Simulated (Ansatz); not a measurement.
Consider ZnTe in the zinc blende structure (space group F-43m, No. 216; a = 6.066 Å). Axes: x, y, z lie along the cube axes.

Method: Ansatz (an electronic-structure program), PBEsol, PAW, cutoff 420 eV, without spin-orbit coupling.

Free-standing slabs (2 atom(s) a layer) normal to [110] with 15 Å of vacuum; in-plane cell held at bulk.

One change was made to it. Results:

```
quantity                          base        after
-----------------------------  -------  -----------
band gap                       1.24 eV      1.42 eV
gap character                        –  direct at U
shortest interatomic distance  2.627 Å      2.421 Å
```

Task: Name the change that was made.
A. 2 layers
B. 4 layers
C. 1 layer
D. 3 layers
E. 6 layers

Result: C, 1 layer. For comparison, the gap character in the other runs: 4 layers gives direct at Γ; 2 layers gives indirect, Γ → Γ–Z (50 % along); 6 layers gives direct at Γ; 3 layers gives indirect, Γ → X.

With Te present, leaving out spin-orbit coupling can change the band edges. Stability against distortions was not tested. k-point labels follow each cell's own Brillouin zone.
